**Question.** I have this scan of TiAl, in which the titanium atoms are pushed sideways while the aluminium atoms stay where they are. I can read the columns, but I am not sure what they tell me about the material.

The Ti sublattice of L1_0 TiAl (2-atom cell, a = 2.837, c = 4.059 Å, not relaxed at this level) is shifted along −a with Al and the cell fixed. Calculated with Ansatz 0.2.0: plane-wave PAW, scalar-relativistic PBEsol, no spin polarisation, cutoff 420 eV, k mesh 16×16×12, Gaussian smearing 0.15 eV. Free energies are relative to the undisturbed cell; pressure is positive in compression.

| displacement (Å) | energy change (eV a cell) | force along direction (eV/Å summed over the moved atoms) | pressure (GPa) |
| --- | --- | --- | --- |
| -0.3 | 0.188 | 1.219 | -1.81 |
| -0.15 | 0.048 | 0.633 | -3.39 |
| 0 | 0.000 | 0.000 | -3.93 |
| 0.0375 | 0.003 | -0.160 | -3.90 |
| 0.075 | 0.012 | -0.320 | -3.79 |
| 0.1125 | 0.027 | -0.477 | -3.62 |
| 0.1875 | 0.074 | -0.786 | -3.08 |
| 0.225 | 0.107 | -0.935 | -2.72 |
| 0.2625 | 0.144 | -1.080 | -2.29 |

1. When the shift doubles from 0.15 to 0.3 Å, why does the energy grow so much faster than the force?
2. The titanium moves towards a titanium neighbour. Is it Ti–Ti repulsion that pushes it back, and would moving the aluminium instead give other numbers?
3. I want one number for the stiffness. Should I take it from the energy or from the force, and how many digits can I trust?
4. Is the restoring force strictly proportional to the shift?
5. Why does the pressure change when the cell does not?
6. What would change if the cell had been relaxed first?

**Answer.** All six come down to one quantity, the stiffness of the titanium sublattice against the aluminium sublattice, and to how that stiffness depends on the room the atoms have.

### 1. Energy and force

Near the undisturbed position the crystal acts like a spring. If $x$ is the displacement and $k$ the stiffness, the force is $-kx$ and the energy is the work done against it, $\tfrac12 kx^2$. Doubling the shift therefore doubles the force but quadruples the energy. The table comes close to both: the energy grows by a factor of 3.9 and the force by 1.9.

The sign of the displacement makes no difference here, because a shift to the left and one to the right give mirror images of the same crystal. The negative rows thus belong on the same curve as the positive ones. The undisturbed crystal has space group P4/mmm; every shifted row has the lower symmetry Pmm2. Symmetry alone makes the force vanish at zero. That the energy rises from there is a result, and it shows that the undisturbed position is a minimum along this line; other directions were not scanned.

### 2. What pushes the titanium back

It is not Ti–Ti repulsion. Every titanium atom in the crystal makes the same move, so the distance between titanium neighbours stays at 2.837 Å throughout. What changes is the distance to aluminium. Each titanium atom has eight aluminium neighbours at 2.854 Å, and a shift of 0.3 Å turns them into four at 2.717 Å and four at 3.014 Å.

Moving the aluminium instead would give the same energies, since only the position of one sublattice relative to the other matters. The calculated forces agree with this: those on aluminium are equal and opposite to those on titanium. Moving a single titanium atom in a large crystal would be a different experiment, because it would change Ti–Ti distances too.

### 3. Which column gives the stiffness

Take it from the force. At the smallest shift the energy is printed as 0.003 eV, which could be off by half a unit in its last digit, or one part in six. The stiffness $2E/x^2$ then comes out as 4.3 eV/Å² with an uncertainty of 0.7. The force in the same row gives 4.27 eV/Å², and rounding disturbs only the second decimal.

The reason is general. For small shifts the energy fades as the square of the shift and the force only in proportion to it, so the force keeps more of its digits. Rounding is not the whole error, however. There is no test with a finer k mesh or a higher cutoff, and the PBEsol functional was used with atomic datasets made for PBE. I would quote 4.3 eV/Å² for this unrelaxed cell and treat the next digit as useful only for comparing rows of this scan.

### 4. How far the spring picture holds

Not strictly. The force divided by the shift falls steadily as the shift grows, and at 0.3 Å it is about 5 % below its starting value. (The two smallest shifts tie in the output only because the forces are rounded.) I fitted the force in all nine rows with a linear term and a small cubic one; the output below shows that this describes the scan closely. Integrating the fitted force also returns the energies, so the two columns are consistent with each other.

Some softening is plausible because the crystal is periodic. If the titanium sublattice is pushed by a full cell edge, the original crystal is back, so the energy cannot go on rising as $x^2$. The simplest curve with that period is a single cosine. Once its initial stiffness is set, it predicts a softening of 7 % at 0.3 Å.

The cosine thus has the right sign and roughly the right size, but it softens too soon. Periodicity demands that the energy turn over somewhere; it does not fix how the curve bends near the start. For the same reason the scan should not be extended to a barrier height, since its largest shift is only about a tenth of the cell edge.

### 5. Why the pressure changes

Negative pressure here means tension: the undisturbed cell is larger than this calculation would like, and it pulls inwards. Shifting the titanium brings four aluminium neighbours closer and takes four further away. The distant contacts change slightly more in length, but atomic contacts stiffen when they are shortened. If that stiffening is strong enough, as is expected here, the close ones gain more push than the distant ones gain pull. On balance the shift adds an outward push, and the tension drops. This is an argument from pair forces, which the table does not test separately.

The stresses behind the pressure column show where the push goes. Between zero and 0.3 Å the stress along the long axis $c$ rises by 4.4 GPa, but the stress across the shift within the plane by only 1.6 GPa. Forces acting purely along the Ti–Al contacts would favour $c$ as well, because the contacts lean more that way, but only by the squared ratio of the cell edges, $(4.059/2.837)^2\approx 2$. The calculated ratio is nearer 3, so the pair picture gets the order right and misses part of the effect.

A pressure closer to zero is therefore no sign of a better relaxed cell. At 0.3 Å the crystal is compressed along $c$ and still under tension in the plane, and the average hides this.

### 6. What a relaxed cell would change

The pressure column already contains most of the answer. Pressure is the rate at which the energy rises as the volume $V$ shrinks. If a shift raises the pressure, the same shift must cost more energy in a smaller cell.

To put a number on it, let the cell shrink uniformly while the shift stays the same fraction of the cell edge. The cost is $\Delta E=\tfrac12 kx^2$, and $x^2$ scales as $V^{2/3}$. With $\Delta p$ for the rise in pressure, differentiating gives

$$\frac{\Delta p\,V}{\Delta E}=-\frac{d\ln k}{d\ln V}-\frac23 .$$

Now take the row at −0.3 Å. The pressure has risen by $3.93-1.81=2.12$ GPa, and the cell holds $2\times16.34=32.68$ Å³. Since 1 eV/Å³ is 160.2 GPa, the product $\Delta p\,V$ is $2.12\times32.68/160.2=0.43$ eV. Divided by the energy of 0.188 eV, this gives 2.3.

Adding the two thirds gives 3: **a volume smaller by 1 % makes the spring stiffer by about 3 %.** The other shifted rows lead to nearly the same value. That shows that pressure and energy grow in step, but it is no independent test of the volume dependence, which would need a second scan in a cell of another size.

How much would the cell shrink? With a bulk modulus of roughly 110 GPa, a recalled value that is not in the table, a tension of 3.9 GPa corresponds to a volume smaller by 3.6 %. The stiffness would then rise by about 11 %. The vibration in which the two sublattices swing against each other along this line has a frequency that goes as $\sqrt{k}$, so it would rise by about 5 % from its present energy of some 32 meV.

This estimate assumes that the cell keeps its shape. The undisturbed cell is under somewhat more tension in the plane than along $c$, so a real relaxation would probably also change the ratio of the edges. The stresses tell how the stiffness responds to that. Changing $c$ alone leaves the length of the shift as it is, so the rise of 4.4 GPa along $c$, times $V$ and divided by the energy, gives the effect directly: a $c$ edge shorter by 1 % makes the spring stiffer by about 5 %. Shortening all three edges by 1 % takes 3 % off the volume and so adds about 9 % to the stiffness, which leaves about 4 % for the two edges in the plane together.

The correction is still far larger than the error that rounding brings to a stiffness taken from the force. For the stiffness at the equilibrium that PBEsol itself predicts, relax the cell first, then read the force at a small shift. That need not bring you closer to the real material, because a functional can misjudge the size of the cell. Compare the relaxed edges with measured ones before you compare the stiffness with experiment.

Numerical output:

```
fit of force_along_direction on 9 rows: coefficient of displacement -4.273 +/- 0.0014, coefficient of d3 2.326 +/- 0.021; rms 0.000261, worst 0.075 0.000483, leave-one-out rms 0.000388
By row (0 in the undisturbed row means not defined):
     row  force/shift eV/A2  short Ti-Al A  long Ti-Al A  pressure rise x volume / energy
    -0.3              4.063          2.717         3.014                            2.304
   -0.15               4.22          2.782         2.931                            2.331
     0.0                  0          2.854         2.854                                0
  0.0375              4.267          2.835         2.872                             2.34
   0.075              4.267          2.817         2.892                            2.339
  0.1125               4.24          2.799         2.911                            2.336
  0.1875              4.192          2.765         2.951                            2.326
   0.225              4.156          2.749         2.972                             2.32
  0.2625              4.114          2.733         2.993                            2.312
Energy at 0.3 A over energy at 0.15 A: 3.927
Largest miss of energies integrated from the force fit, meV: 0.05186
Softening of force/shift at 0.3 A against the fitted start, percent: 4.913
Softening at 0.3 A by a single cosine of the lattice period, percent: 7.197
Mean Ti-Al contact at 0.3 A less that at 0, A: 0.01188
Stress rise from 0 to 0.3 A along x (the shift), GPa: 0.2825
Stress rise from 0 to 0.3 A along y, GPa: 1.644
Stress rise from 0 to 0.3 A along c, GPa: 4.433
Mode Grueneisen parameter from the smallest shift: 1.504
Mode energy with rough masses 48 and 27, meV: 32.15
Volume shrinkage on relaxing, rough recalled bulk modulus 110 GPa, percent: 3.575
Stiffness gain on that shrinkage, percent: 10.75
Rounding error of stiffness from printed energy at 0.0375 A, eV/A2: 0.7111
Rounding error of stiffness from printed force at 0.0375 A, eV/A2: 0.01333
```
